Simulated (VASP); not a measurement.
# Al (Fm-3m) in VASP: further runs

The runs below take Al through band structure, with BLYP, PW91, AM05, HSE03.

Program: VASP 6.6.1. These are calculated values, not measurements. Logs are shortened: lines on timing, memory, paths and dates and some standing lists are left out, and cuts for length are marked.

## 1. The crystal as given

Symmetry: Fm-3m, No. 225, cubic system. The conventional cell has a = 4.050 Å, b = 4.050 Å, c = 4.050 Å, α = 90.00°, β = 90.00°, γ = 90.00°. Al (site symmetry m-3m) has 12 Al at 2.86 Å as nearest neighbours.

## 2. Band structure, BLYP

Input file POSCAR:

```
Al
1.0
    0.0000000000      2.0248050000      2.0248050000
    2.0248050000      0.0000000000      2.0248050000
    2.0248050000      2.0248050000      0.0000000000
Al
1
Direct
    0.0000000000      0.0000000000      0.0000000000
```

Input file INCAR.step1:

```
SYSTEM = Al
AGGAC    = 1.0          
AGGAX    = 1.0          
ALDAC    = 0.0          
ALDAX    = 1.0          
ALGO     = Fast           ! electronic algorithm
EDIFF    = 1E-6           ! SCF threshold, eV
ENCUT    = 520            ! plane-wave cutoff, eV
GGA      = B5             ! functional
ISIF     = 2              ! what is computed and relaxed
ISMEAR   = -1             ! smearing method
LASPH    = .TRUE.         ! aspherical terms in the spheres
LCHARG   = .TRUE.         ! write CHGCAR
LREAL    = .FALSE.        ! projectors in reciprocal space
LWAVE    = .FALSE.        ! write WAVECAR
NBANDS   = 8              ! bands
NELM     = 80             ! most SCF steps
PREC     = Accurate       ! precision mode
SIGMA    = 0.05           ! smearing width, eV
```

Input file KPOINTS.step1:

```
k-points
0
G
  11 11 11
  0 0 0
```

Input file INCAR.step2:

```
SYSTEM = Al
AGGAC    = 1.0          
AGGAX    = 1.0          
ALDAC    = 0.0          
ALDAX    = 1.0          
ALGO     = Fast           ! electronic algorithm
EDIFF    = 1E-6           ! SCF threshold, eV
ENCUT    = 520            ! plane-wave cutoff, eV
GGA      = B5             ! functional
ICHARG   = 11             ! starting density
ISIF     = 2              ! what is computed and relaxed
ISMEAR   = 0              ! smearing method
LASPH    = .TRUE.         ! aspherical terms in the spheres
LCHARG   = .FALSE.        ! write CHGCAR
LREAL    = .FALSE.        ! projectors in reciprocal space
LWAVE    = .FALSE.        ! write WAVECAR
NBANDS   = 8              ! bands
NELM     = 80             ! most SCF steps
PREC     = Accurate       ! precision mode
SIGMA    = 0.05           ! smearing width, eV
```

Input file KPOINTS.step2:

```
path GXWKGLUWLK,UX
20
line-mode
reciprocal
 0.0000000000  0.0000000000  0.0000000000  G
 0.5000000000  0.0000000000  0.5000000000  X

 0.5000000000  0.0000000000  0.5000000000  X
 0.5000000000  0.2500000000  0.7500000000  W

 0.5000000000  0.2500000000  0.7500000000  W
 0.3750000000  0.3750000000  0.7500000000  K

 0.3750000000  0.3750000000  0.7500000000  K
 0.0000000000  0.0000000000  0.0000000000  G

 0.0000000000  0.0000000000  0.0000000000  G
 0.5000000000  0.5000000000  0.5000000000  L

 0.5000000000  0.5000000000  0.5000000000  L
 0.6250000000  0.2500000000  0.6250000000  U

 0.6250000000  0.2500000000  0.6250000000  U
 0.5000000000  0.2500000000  0.7500000000  W

 0.5000000000  0.2500000000  0.7500000000  W
 0.5000000000  0.5000000000  0.5000000000  L

 0.5000000000  0.5000000000  0.5000000000  L
 0.3750000000  0.3750000000  0.7500000000  K

 0.6250000000  0.2500000000  0.6250000000  U
 0.5000000000  0.0000000000  0.5000000000  X
```

Potentials or basis: VASP PAW PBE potentials, release 64 (Al).

The run is started by

```bash
$ cat potpaw_PBE.64/Al/POTCAR > POTCAR
$ cp INCAR.step1 INCAR
$ cp KPOINTS.step1 KPOINTS
$ mpirun -np 1 vasp_std > vasp.out
$ cp INCAR.step2 INCAR
$ cp KPOINTS.step2 KPOINTS
$ mpirun -np 1 vasp_std > vasp.out
```

OUTCAR:

```text
SYSTEM = Al
   EDIFF = 1E-6
   ENCUT = 520
   GGA = B5
   ICHARG = 11
   ISIF = 2
   ISMEAR = 0
   LASPH = .TRUE.
   LREAL = .FALSE.
   NELM = 80
   PREC = Accurate

 ion  position               nearest neighbor table
   1  0.000  0.000  0.000-

  LATTYP: Found a face centered cubic cell.
 ALAT       =     4.0496100000

  Lattice vectors:

 A1 = (   0.0000000000,   2.0248050000,   2.0248050000)
 A2 = (   2.0248050000,   0.0000000000,   2.0248050000)
 A3 = (   2.0248050000,   2.0248050000,   0.0000000000)

Analysis of symmetry for initial positions (statically):
=====================================================================
 Subroutine PRICEL returns:
 Original cell was already a primitive cell.

 Routine SETGRP: Setting up the symmetry group for a
 face centered cubic supercell.

 Subroutine GETGRP returns: Found 48 space group operations
 (whereof 48 operations were pure point group operations)
 out of a pool of 48 trial point group operations.

The static configuration has the point symmetry O_h .

Analysis of symmetry for dynamics (positions and initial velocities):
=====================================================================
 Subroutine PRICEL returns:
 Original cell was already a primitive cell.

 Routine SETGRP: Setting up the symmetry group for a
 face centered cubic supercell.

 Subroutine GETGRP returns: Found 48 space group operations
 (whereof 48 operations were pure point group operations)
 out of a pool of 48 trial point group operations.

The dynamic configuration has the point symmetry O_h .

 Subroutine INISYM returns: Found 48 space group operations
 (whereof 48 operations are pure point group operations),
 and found     1 'primitive' translations

----------------------------------------------------------------------------------------

                                     Primitive cell

  volume of cell :      16.6027

  direct lattice vectors                    reciprocal lattice vectors
     0.000000000  2.024805000  2.024805000    -0.246937359  0.246937359  0.246937359
     2.024805000  0.000000000  2.024805000     0.246937359 -0.246937359  0.246937359
     2.024805000  2.024805000  0.000000000     0.246937359  0.246937359 -0.246937359

  length of vectors
     2.863506692  2.863506692  2.863506692     0.427708053  0.427708053  0.427708053

  position of ions in fractional coordinates (direct lattice)
     0.000000000  0.000000000  0.000000000

  ion indices of the primitive-cell ions
   primitive index   ion index
                 1           1

----------------------------------------------------------------------------------------

 KPOINTS: path GXWKGLUWLK,UX

Interpolating k-points between supplied coordinates.

 Line segments in fractional coordinates (reciprocal lattice):
    0.000000  0.000000  0.000000  ...  0.500000  0.000000  0.500000
    0.500000  0.000000  0.500000  ...  0.500000  0.250000  0.750000
    0.500000  0.250000  0.750000  ...  0.375000  0.375000  0.750000
    0.375000  0.375000  0.750000  ...  0.000000  0.000000  0.000000
    0.000000  0.000000  0.000000  ...  0.500000  0.500000  0.500000
    0.500000  0.500000  0.500000  ...  0.625000  0.250000  0.625000
    0.625000  0.250000  0.625000  ...  0.500000  0.250000  0.750000
    0.500000  0.250000  0.750000  ...  0.500000  0.500000  0.500000
    0.500000  0.500000  0.500000  ...  0.375000  0.375000  0.750000
    0.625000  0.250000  0.625000  ...  0.500000  0.000000  0.500000

 Generated    20 points on each line segment, for a total of    200 k-points:

 Following reciprocal coordinates:
            Coordinates               Weight
  0.000000  0.000000  0.000000      0.005000
  0.026316  0.000000  0.026316      0.005000
  0.052632  0.000000  0.052632      0.005000
  0.078947  0.000000  0.078947      0.005000
  0.105263  0.000000  0.105263      0.005000
  0.131579  0.000000  0.131579      0.005000
[... 16 lines left out ...]
  0.500000  0.026316  0.526316      0.005000
  0.500000  0.039474  0.539474      0.005000
 [... further k-points ...]
   k-points           NKPTS =    200   k-points in BZ     NKDIM =    200   number of bands    NBANDS=      8
   number of dos      NEDOS =    301   number of ions     NIONS =      1
   total plane-waves  NPLWV =  13824
   dimension x,y,z NGX =    24 NGY =   24 NGZ =   24
   dimension x,y,z NGXF=    48 NGYF=   48 NGZF=   48
   ions per type =               1
   NGX,Y,Z   is equivalent  to a cutoff of  13.93, 13.93, 13.93 a.u.
   NGXF,Y,Z  is equivalent  to a cutoff of  27.87, 27.87, 27.87 a.u.
 SYSTEM =  Al
   PREC   = accura    normal or accurate (medium, high low for compatibility)
   ISTART =      0    job   : 0-new  1-cont  2-samecut
   ICHARG =     11    charge: 1-file 2-atom 10-const
   ISPIN  =      1    spin polarized calculation?
   LNONCOLLINEAR =      F non collinear calculations
   LSORBIT =      F    spin-orbit coupling
   LASPH  =      T    aspherical Exc in radial PAW
   ENCUT  =  520.0 eV  38.22 Ry    6.18 a.u.   5.32  5.32  5.32*2*pi/ulx,y,z
   NELM   =     80;   NELMIN=  2; NELMDL=  0     # of ELM steps
   EDIFF  = 0.1E-05   stopping-criterion for ELM
   LREAL  =      F    real-space projection
[... 7 lines left out ...]
   TEBEG  =    0.0;   TEEND  =   0.0 temperature during run
   PSTRESS=    0.0 pullay stress
   NELECT =       3.0000    total number of electrons
   NUPDOWN=      -1.0000    fix difference up-down
   EMIN   =  10.00;   EMAX   =-10.00  energy-range for DOS
   EFERMI =   0.00;   METHOD = LEGACY
   ISMEAR =     0;   SIGMA  =   0.05  broadening in eV -4-tet -1-fermi 0-gaus
   EFERMI_NEDOS =   21; number of points for ismear=-14 and -15
   IALGO  =     68    algorithm
   IMIX   =      4    mixing-type and parameters
     AMIX     =   0.40;   BMIX     =  1.00
     AMIX_MAG =   1.60;   BMIX_MAG =  1.00
  volume/ion in A,a.u.               =      16.60       112.04
  Fermi-wavevector in a.u.,A,eV,Ry     =   0.925526  1.748991 11.654733  0.856599
  Thomas-Fermi vector in A             =   2.051390
   LORBIT       =      0    0 simple, 1 ext, 2 COOP (PROOUT), +10 PAW based schemes
   GGA     = B5    functional components
   LHFCALC =     F    Hartree Fock is set to
   AEXX    =    0.0000 exact exchange contribution
   IVDW    =     0    specifies the selected vdW correction
   LEPSILON=     F    determine dielectric tensor
   LRPA    =     F    only Hartree local field effects (RPA)
 non-spin polarized calculation
 RMM-DIIS sequential band-by-band and
 Gauss-broadening in eV      SIGMA  =   0.05
  energy-cutoff  :      520.00
  volume of cell :       16.60
 maximum number of plane-waves:       459
 NGX is ok and might be reduce to    24

 number of electron       3.0000000 magnetization

 Free energy of the ion-electron system (eV)
  ---------------------------------------------------
  ext. energy  EPLUGINS =         0.00000000
  ---------------------------------------------------
  free energy    TOTEN  =        -0.60193564 eV

  energy without entropy =       -0.60050050  energy(sigma->0) =       -0.60121807

 E-fermi :   7.3153     XC(G=0):  -9.6451

 val. band max:        7.3144213565   @ k =   0.5658   0.2500   0.6842
 cond. band min:       7.3217658230   @ k =   0.5000   0.1184   0.6184
 fundamental gap:      0.0073444665
 Fermi energy:         7.3152894973

 k-point     1 :       0.0000    0.0000    0.0000
  band No.  band energies     occupation
      1      -2.6607      2.00000
      2      20.9547      0.00000
      3      20.9547      0.00000
      4      20.9547      0.00000
      5      22.2371      0.00000
      6      22.2371      0.00000
      7      22.2371      0.00000
      8      24.9478      0.00000

 k-point     2 :       0.0263    0.0000    0.0263
  band No.  band energies     occupation
      1      -2.6357      2.00000
      2      20.5931      0.00000
      3      20.5931      0.00000
      4      20.7622      0.00000
      5      22.1774      0.00000
      6      22.6344      0.00000
      7      22.6344      0.00000
      8      25.1901      0.00000

 k-point     3 :       0.0526    0.0000    0.0526
  band No.  band energies     occupation
      1      -2.5608      2.00000
      2      19.9564      0.00000
      3      19.9564      0.00000
      4      20.2854      0.00000
      5      22.0057      0.00000
      6      23.3775      0.00000
      7      23.3775      0.00000
      8      25.8168      0.00000

 k-point     4 :       0.0789    0.0000    0.0789
  band No.  band energies     occupation
      1      -2.4361      2.00000
      2      19.2968      0.00000
      3      19.2968      0.00000
      4      19.6792      0.00000
      5      21.7402      0.00000
      6      24.2118      0.00000
      7      24.2118      0.00000
      8      25.3099      0.00000

 k-point     5 :       0.1053    0.0000    0.1053
  band No.  band energies     occupation
      1      -2.2617      2.00000
      2      18.6586      0.00000
      3      18.6586      0.00000
      4      19.0338      0.00000
      5      21.4034      0.00000
      6      24.0209      0.00000
      7      25.0890      0.00000
      8      25.0890      0.00000
[... 177 lines left out ...]
 k-point    22 :       0.5000    0.0132    0.5132
  band No.  band energies     occupation
      1       5.5080      2.00000
      2       6.8361      2.00000
      3      13.3576      0.00000
      4      13.8579      0.00000
      5      14.2583      0.00000
      6      17.4398      0.00000
      7      33.5087      0.00000
      8      34.9268      0.00000

 k-point    23 :       0.5000    0.0263    0.5263
  band No.  band energies     occupation
      1       5.5251      2.00000
      2       6.8544      2.00000
      3      12.9430      0.00000
      4      13.7202      0.00000
      5      14.7074      0.00000
      6      17.6051      0.00000
      7      33.4066      0.00000
      8      34.6809      0.00000

 k-point    24 :       0.5000    0.0395    0.5395
  band No.  band energies     occupation
      1       5.5537      2.00000
      2       6.8849      2.00000
      3      12.5359      0.00000
      4      13.5144      0.00000
      5      15.1719      0.00000
      6      17.8569      0.00000
      7      33.2400      0.00000
      8      34.3045      0.00000

 [... further k-points ...]

------------------------ aborting loop because EDIFF is reached ----------------------------------------

  FORCE on cell =-STRESS in cart. coord.  units (eV):
  Direction    XX          YY          ZZ          XY          YZ          ZX
  --------------------------------------------------------------------------------------
  -------------------------------------------------------------------------------------
  Total        1.1915122      1.1915122      1.1915122      0.0000000      0.0000000     -0.0000000
  in kB      114.9818957    114.9818957    114.9818957      0.0000000      0.0000000     -0.0000000
  external PRESSURE =     114.9818957 kB  Pullay stress =       0.0000000 kB

 VOLUME and BASIS-vectors are now :
 -----------------------------------------------------------------------------
  energy-cutoff  :      520.00
  volume of cell :       16.60
      direct lattice vectors                 reciprocal lattice vectors
     0.000000000  2.024805000  2.024805000    -0.246937359  0.246937359  0.246937359
     2.024805000  0.000000000  2.024805000     0.246937359 -0.246937359  0.246937359
     2.024805000  2.024805000  0.000000000     0.246937359  0.246937359 -0.246937359

 POSITION                                       TOTAL-FORCE (eV/Angst)
 -----------------------------------------------------------------------------------
      0.00000      0.00000      0.00000        -0.000000      0.000000      0.000000
 -----------------------------------------------------------------------------------
    total drift:                               -0.000000      0.000000     -0.000000

  FREE ENERGIE OF THE ION-ELECTRON SYSTEM (eV)
  ---------------------------------------------------
  free  energy   TOTEN  =        -0.6019356450 eV

  energy  without entropy=       -0.6005004984  energy(sigma->0) =       -0.60121807
```

It took 13 s on 1 thread of Intel Xeon Platinum 8488C (Sapphire Rapids), shared host; peak memory 0.14 GiB.

What came out:

```yaml
Band_gap_along_the_path: none (metal or under the smearing width)
```

Levels at the corners of the path, in eV from the Fermi level:
| point | band 1 | band 2 | band 3 | band 4 | band 5 | band 6 |
| --- | --- | --- | --- | --- | --- | --- |
| Γ | -11.10 | 12.52 | 12.52 | 12.52 | 13.80 | 13.80 |
| X | -2.93 | -1.61 | 5.26 | 5.47 | 5.47 | 8.95 |
| X | -2.93 | -1.61 | 5.26 | 5.47 | 5.47 | 8.95 |
| W | -0.87 | -0.87 | 0.32 | 0.86 | 15.68 | 15.68 |
| W | -0.87 | -0.87 | 0.32 | 0.86 | 15.68 | 15.68 |
| K | -1.90 | -1.33 | -0.48 | 6.44 | 8.14 | 15.52 |
| K | -1.90 | -1.33 | -0.48 | 6.44 | 8.14 | 15.52 |
| Γ | -11.10 | 12.52 | 12.52 | 12.52 | 13.80 | 13.80 |
| Γ | -11.10 | 12.52 | 12.52 | 12.52 | 13.80 | 13.80 |
| L | -4.51 | -4.47 | 11.11 | 11.11 | 11.45 | 11.45 |
| L | -4.51 | -4.47 | 11.11 | 11.11 | 11.45 | 11.45 |
| U | -1.90 | -1.33 | -0.48 | 6.44 | 8.14 | 15.52 |
| U | -1.90 | -1.33 | -0.48 | 6.44 | 8.14 | 15.52 |
| W | -0.87 | -0.87 | 0.32 | 0.86 | 15.68 | 15.68 |
| W | -0.87 | -0.87 | 0.32 | 0.86 | 15.68 | 15.68 |
| L | -4.51 | -4.47 | 11.11 | 11.11 | 11.45 | 11.45 |
| L | -4.51 | -4.47 | 11.11 | 11.11 | 11.45 | 11.45 |
| K | -1.90 | -1.33 | -0.48 | 6.44 | 8.14 | 15.52 |
| U | -1.90 | -1.33 | -0.48 | 6.44 | 8.14 | 15.52 |
| X | -2.93 | -1.61 | 5.26 | 5.47 | 5.47 | 8.95 |

Caveat: the log is that of the step along the path at fixed density, whose energy, stress, charges and moments have no meaning; the PAW data sets were made with another functional, which shifts forces and pressure a little.

[end of part 1 of 3]
